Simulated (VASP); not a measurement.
# AlN (F-43m) in VASP: further runs

The runs below take AlN through relaxation of cell and atoms, with PBE.

Program: VASP 6.6.1. These are calculated values, not measurements. Logs are shortened: lines on timing, memory, paths and dates and some standing lists are left out, and cuts for length are marked.

## 1. The crystal as given

It takes space group F-43m (No. 216, cubic). The conventional cell has a = 4.368 Å, b = 4.368 Å, c = 4.368 Å, α = 90.00°, β = 90.00°, γ = 90.00°. Around Al (site symmetry -43m) lie 4 N at 1.89 Å. N (site symmetry -43m) has 4 Al at 1.89 Å as nearest neighbours.

Measurements of this composition are mostly on another form, of space group No. 186.

## 2. Relaxation of cell and atoms, PBE

Contents of INCAR:

```
SYSTEM = AlN
PREC = Accurate
ENCUT = 520
EDIFF = 1E-7
ISMEAR = 0
SIGMA = 1.0
LREAL = .False.
LASPH = .True.
NELM = 80
ALGO = Normal
ISIF = 3
LWAVE = .False.
LCHARG = .False.
GGA = PE
IBRION = 2
NSW = 80
EDIFFG = -0.002
```

Contents of KPOINTS:

```
Automatic mesh
0
Gamma
  12 12 12
  0 0 0
```

Contents of POSCAR:

```
AlN
1.0
    0.0000000000      2.1839935600      2.1839935600
    2.1839935600      0.0000000000      2.1839935600
    2.1839935600      2.1839935600      0.0000000000
Al N
1 1
Direct
    0.0000000000      0.0000000000      0.0000000000
    0.7500000000      0.7500000000      0.7500000000
```

Potentials or basis: VASP PAW PBE potentials, release 64 (Al, N).

Command:

```sh
$ cat potpaw_PBE.64/Al/POTCAR potpaw_PBE.64/N/POTCAR > POTCAR
$ mpirun -np 1 vasp_std > vasp.out
```

OUTCAR:

```text
SYSTEM = AlN
   PREC = Accurate
   ENCUT = 520
   EDIFF = 1E-7
   ISMEAR = 0
   LREAL = .False.
   LASPH = .True.
   NELM = 80
   ISIF = 3
   GGA = PE
   IBRION = 2
   NSW = 80
   EDIFFG = -0.002

 ion  position               nearest neighbor table
   1  0.000  0.000  0.000-   2 1.89   2 1.89   2 1.89   2 1.89
   2  0.750  0.750  0.750-   1 1.89   1 1.89   1 1.89   1 1.89

  LATTYP: Found a face centered cubic cell.
 ALAT       =     4.3679871200

  Lattice vectors:

 A1 = (   0.0000000000,   2.1839935600,   2.1839935600)
 A2 = (   2.1839935600,   0.0000000000,   2.1839935600)
 A3 = (   2.1839935600,   2.1839935600,   0.0000000000)

Analysis of symmetry for initial positions (statically):
=====================================================================
 Subroutine PRICEL returns:
 Original cell was already a primitive cell.

 Routine SETGRP: Setting up the symmetry group for a
 face centered cubic supercell.

 Subroutine GETGRP returns: Found 24 space group operations
 (whereof 24 operations were pure point group operations)
 out of a pool of 48 trial point group operations.

The static configuration has the point symmetry T_d .

Analysis of symmetry for dynamics (positions and initial velocities):
=====================================================================
 Subroutine PRICEL returns:
 Original cell was already a primitive cell.

 Routine SETGRP: Setting up the symmetry group for a
 face centered cubic supercell.

 Subroutine GETGRP returns: Found 24 space group operations
 (whereof 24 operations were pure point group operations)
 out of a pool of 48 trial point group operations.

The dynamic configuration has the point symmetry T_d .

 Subroutine INISYM returns: Found 24 space group operations
 (whereof 24 operations are pure point group operations),
 and found     1 'primitive' translations

----------------------------------------------------------------------------------------

                                     Primitive cell

  volume of cell :      20.8345

  direct lattice vectors                    reciprocal lattice vectors
     0.000000000  2.183993560  2.183993560    -0.228938404  0.228938404  0.228938404
     2.183993560  0.000000000  2.183993560     0.228938404 -0.228938404  0.228938404
     2.183993560  2.183993560  0.000000000     0.228938404  0.228938404 -0.228938404

  length of vectors
     3.088633313  3.088633313  3.088633313     0.396532948  0.396532948  0.396532948

  position of ions in fractional coordinates (direct lattice)
     0.000000000  0.000000000  0.000000000
     0.750000000  0.750000000  0.750000000

  ion indices of the primitive-cell ions
   primitive index   ion index
                 1           1
                 2           2

----------------------------------------------------------------------------------------

 KPOINTS: Automatic mesh

Automatic generation of k-mesh.
 Grid dimensions read from file:
 generate k-points for:   12   12   12

 Generating k-lattice:

  Cartesian coordinates                     Fractional coordinates (reciprocal lattice)
    -0.019078200  0.019078200  0.019078200     0.083333333  0.000000000  0.000000000
     0.019078200 -0.019078200  0.019078200     0.000000000  0.083333333  0.000000000
     0.019078200  0.019078200 -0.019078200     0.000000000  0.000000000  0.083333333

  Length of vectors
     0.033044412  0.033044412  0.033044412

  Shift w.r.t. Gamma in fractional coordinates (k-lattice)
     0.000000000  0.000000000  0.000000000

 Subroutine IBZKPT returns following result:
 ===========================================

 Found     72 irreducible k-points:

 Following reciprocal coordinates:
            Coordinates               Weight
  0.000000  0.000000  0.000000      1.000000
  0.083333  0.000000  0.000000      8.000000
  0.166667  0.000000  0.000000      8.000000
  0.250000  0.000000  0.000000      8.000000
  0.333333  0.000000  0.000000      8.000000
  0.416667  0.000000  0.000000      8.000000
[... 16 lines left out ...]
  0.500000  0.166667  0.000000     24.000000
 -0.416667  0.166667  0.000000     24.000000
 [... further k-points ...]
   k-points           NKPTS =     72   k-points in BZ     NKDIM =     72   number of bands    NBANDS=      8
   number of dos      NEDOS =    301   number of ions     NIONS =      2
   total plane-waves  NPLWV =  13824
   dimension x,y,z NGX =    24 NGY =   24 NGZ =   24
   dimension x,y,z NGXF=    48 NGYF=   48 NGZF=   48
   ions per type =               1   1
   NGX,Y,Z   is equivalent  to a cutoff of  12.92, 12.92, 12.92 a.u.
   NGXF,Y,Z  is equivalent  to a cutoff of  25.84, 25.84, 25.84 a.u.
 SYSTEM =  AlN
   PREC   = accura    normal or accurate (medium, high low for compatibility)
   ISTART =      0    job   : 0-new  1-cont  2-samecut
   ICHARG =      2    charge: 1-file 2-atom 10-const
   ISPIN  =      1    spin polarized calculation?
   LNONCOLLINEAR =      F non collinear calculations
   LSORBIT =      F    spin-orbit coupling
   LASPH  =      T    aspherical Exc in radial PAW
   ENCUT  =  520.0 eV  38.22 Ry    6.18 a.u.   5.74  5.74  5.74*2*pi/ulx,y,z
   NELM   =     80;   NELMIN=  2; NELMDL= -5     # of ELM steps
   EDIFF  = 0.1E-06   stopping-criterion for ELM
   LREAL  =      F    real-space projection
   EDIFFG = -.2E-02   stopping-criterion for IOM
   NSW    =     80    number of steps for IOM
   IBRION =      2    ionic relax: 0-MD 1-quasi-New 2-CG
   NFREE  =      1    steps in history (QN), initial steepest desc. (CG)
   ISIF   =      3    stress and relaxation
   ISYM   =      2    0-nonsym 1-usesym 2-fastsym
   POTIM  = 0.5000    time-step for ionic-motion
   TEBEG  =    0.0;   TEEND  =   0.0 temperature during run
   PSTRESS=    0.0 pullay stress
   NELECT =       8.0000    total number of electrons
   NUPDOWN=      -1.0000    fix difference up-down
   EMIN   =  10.00;   EMAX   =-10.00  energy-range for DOS
   EFERMI =   0.00;   METHOD = LEGACY
   ISMEAR =     0;   SIGMA  =   1.00  broadening in eV -4-tet -1-fermi 0-gaus
   EFERMI_NEDOS =   21; number of points for ismear=-14 and -15
   IALGO  =     38    algorithm
   IMIX   =      4    mixing-type and parameters
     AMIX     =   0.40;   BMIX     =  1.00
     AMIX_MAG =   1.60;   BMIX_MAG =  1.00
  volume/ion in A,a.u.               =      10.42        70.30
  Fermi-wavevector in a.u.,A,eV,Ry     =   1.189899  2.248583 19.263943  1.415860
  Thomas-Fermi vector in A             =   2.325996
   LORBIT       =      0    0 simple, 1 ext, 2 COOP (PROOUT), +10 PAW based schemes
   GGA     = PE    functional components
   LHFCALC =     F    Hartree Fock is set to
   AEXX    =    0.0000 exact exchange contribution
   IVDW    =     0    specifies the selected vdW correction
   LEPSILON=     F    determine dielectric tensor
   LRPA    =     F    only Hartree local field effects (RPA)
 conjugate gradient relaxation of ions
 non-spin polarized calculation
 Gauss-broadening in eV      SIGMA  =   1.00
  energy-cutoff  :      520.00
  volume of cell :       20.83
 maximum number of plane-waves:       569
   NGX = 11   NGY = 11   NGZ = 11

--------------------------------------- Ionic step        1  -------------------------------------------

 number of electron       8.0000000 magnetization

 Free energy of the ion-electron system (eV)
  ---------------------------------------------------
  ext. energy  EPLUGINS =         0.00000000
  ---------------------------------------------------
  free energy    TOTEN  =       -14.84064737 eV

  energy without entropy =      -14.83865583  energy(sigma->0) =      -14.83965160

------------------------ aborting loop because EDIFF is reached ----------------------------------------

  FORCE on cell =-STRESS in cart. coord.  units (eV):
  Direction    XX          YY          ZZ          XY          YZ          ZX
  --------------------------------------------------------------------------------------
  -------------------------------------------------------------------------------------
  Total        0.5985227      0.5985227      0.5985227      0.0000000     -0.0000000      0.0000000
  in kB       46.0264145     46.0264145     46.0264145      0.0000000     -0.0000000      0.0000000
  external PRESSURE =      46.0264145 kB  Pullay stress =       0.0000000 kB
[... 57 lines left out ...]
  energy  without entropy=      -14.8398493874  energy(sigma->0) =      -14.84095268

--------------------------------------- Ionic step        3  -------------------------------------------

 number of electron       8.0000001 magnetization

 Free energy of the ion-electron system (eV)
  ---------------------------------------------------
  ext. energy  EPLUGINS =         0.00000000
  ---------------------------------------------------
  free energy    TOTEN  =       -14.84736264 eV

  energy without entropy =      -14.84526639  energy(sigma->0) =      -14.84631451

 E-fermi :   7.7538     XC(G=0): -10.8354

 val. band max:        5.7569722401   @ k =   0.0000   0.0000   0.0000
 cond. band min:       9.0635028207   @ k =   0.5000   0.5000   0.0000
 fundamental gap:      3.3065305805
 Fermi energy:         7.7537726314

 k-point     1 :       0.0000    0.0000    0.0000
  band No.  band energies     occupation
      1      -9.0931      2.00000
      2       5.7570      1.99526
      3       5.7570      1.99526
      4       5.7570      1.99526
      5       9.7540      0.00467
      6      18.0952      0.00000
      7      18.0952      0.00000
      8      18.0952      0.00000
[... 243 lines left out ...]
 k-point    24 :      -0.4167    0.1667    0.0000
  band No.  band energies     occupation
      1      -6.9377      2.00000
      2       0.4559      2.00000
      3       3.9998      2.00000
      4       5.0491      1.99987
      5      13.2917      0.00000
      6      14.3767      0.00000
      7      17.6319      0.00000
      8      17.7195      0.00000

 [... further k-points ...]

------------------------ aborting loop because EDIFF is reached ----------------------------------------

  FORCE on cell =-STRESS in cart. coord.  units (eV):
  Direction    XX          YY          ZZ          XY          YZ          ZX
  --------------------------------------------------------------------------------------
  -------------------------------------------------------------------------------------
  Total       -0.0005642     -0.0005642     -0.0005642      0.0000000      0.0000000      0.0000000
  in kB       -0.0424160     -0.0424160     -0.0424160      0.0000000      0.0000000      0.0000000
  external PRESSURE =      -0.0424160 kB  Pullay stress =       0.0000000 kB
[... 17 lines left out ...]
  FREE ENERGIE OF THE ION-ELECTRON SYSTEM (eV)
  ---------------------------------------------------
  free  energy   TOTEN  =       -14.8473626382 eV

  energy  without entropy=      -14.8452663879  energy(sigma->0) =      -14.84631451

 reached required accuracy - stopping structural energy minimisation
```

Run time: 12 s. Hardware: 1 thread of Intel Xeon Platinum 8375C at 2.90GHz (Ice Lake), shared host; peak memory 0.14 GiB.

Results:

| Quantity | Value |
| --- | --- |
| Free energy | -14.8474 eV |
| Relaxed volume | 10.66 Å³/atom |
| Relaxed cell | a = 3.112 Å, b = 3.112 Å, c = 3.112 Å, α = 60.00°, β = 60.00°, γ = 60.00° |
| Space group after relaxing (to 0.05 Å) | F-43m (No. 216) |
| Energy gained by relaxing | 3.4 meV/atom |
| Ionic steps | 3 |
| Pressure after relaxing | 0.0 GPa |
| Band gap on the k mesh | 3.31 eV, indirect (least direct gap 4.00 eV) |

The path:
| step | energy change (eV) | largest force (eV/Å) | pressure (GPa) | volume (Å³) |
| --- | --- | --- | --- | --- |
| 1 | 0.0000 | 0.0000 | 4.60 | 20.83 |
| 2 | -0.0014 | 0.0000 | -3.81 | 21.75 |
| 3 | -0.0067 | 0.0000 | 0.00 | 21.31 |

Final structure:
```
CELL_PARAMETERS angstrom
0.00000 2.20056 2.20056
2.20056 0.00000 2.20056
2.20056 2.20056 0.00000
ATOMIC_POSITIONS crystal
Al 0.00000 0.00000 0.00000
N 0.75000 0.75000 0.75000
```

Levels at points of the mesh, in eV from the valence-band top:
```
           k point  band 1  band 2  band 3  band 4  band 5  band 6  band 7  band 8
(0.00, 0.00, 0.00)  -14.85    0.00    0.00    0.00    4.00   12.34   12.34   12.34
(0.50, 0.00, 0.00)  -12.87   -5.76   -0.48   -0.48    7.17    9.71   11.01   11.01
(0.50, 0.50, 0.00)  -12.25   -4.83   -1.75   -1.75    3.31    8.48   13.66   15.45
```

A k mesh can miss the band edges. Expect the measured gap to be larger: semilocal functionals such as PBE lack the derivative discontinuity.

## 3. Relaxation of cell and atoms, PBE

This run uses another cell than the first one, of 10.66 Å³/atom, 1.023 times its volume.

INCAR is that of step 2.

KPOINTS is that of step 2.

Contents of POSCAR:

```
AlN                                     
1.0
    0.0000000000      2.2005626186      2.2005626186
    2.2005626186     -0.0000000000      2.2005626186
    2.2005626186      2.2005626186      0.0000000000
  Al              N             
     1     1
Direct
     0.0000000000000000    0.0000000000000000    0.0000000000000000
     0.7500000000000000    0.7500000000000000    0.7500000000000000
```

Potentials or basis: VASP PAW PBE potentials, release 64 (Al, N).

Command:

```sh
$ cat potpaw_PBE.64/Al/POTCAR potpaw_PBE.64/N/POTCAR > POTCAR
$ mpirun -np 1 vasp_std > vasp.out
```

Run time: 5.7 s. Hardware: 1 thread of Intel Xeon Platinum 8375C at 2.90GHz (Ice Lake), shared host; peak memory 0.14 GiB.

Results (log left out):

| Quantity | Value |
| --- | --- |
| Free energy | -14.8476 eV |
| Pressure after relaxing | 0.0 GPa |
| Band gap on the k mesh | 3.31 eV, indirect (least direct gap 4.00 eV) |

Final structure:
```
Al N
1.0
     0.00000    2.20056    2.20056
     2.20056    0.00000    2.20056
     2.20056    2.20056    0.00000
Al N
1 1
Cartesian
  0.0000 0.0000 0.0000
  3.3008 3.3008 3.3008
```

Levels at points of the mesh, in eV from the valence-band top:
| k point | band 1 | band 2 | band 3 | band 4 | band 5 | band 6 | band 7 | band 8 |
| --- | --- | --- | --- | --- | --- | --- | --- | --- |
| (0.00, 0.00, 0.00) | -14.85 | 0.00 | 0.00 | 0.00 | 4.00 | 12.34 | 12.34 | 12.34 |
| (0.50, 0.00, 0.00) | -12.87 | -5.76 | -0.48 | -0.48 | 7.17 | 9.71 | 11.01 | 11.01 |
| (0.50, 0.50, 0.00) | -12.25 | -4.83 | -1.75 | -1.75 | 3.31 | 8.48 | 13.65 | 15.45 |

Caveat: the relaxation stopped at its first step, so nothing moved.
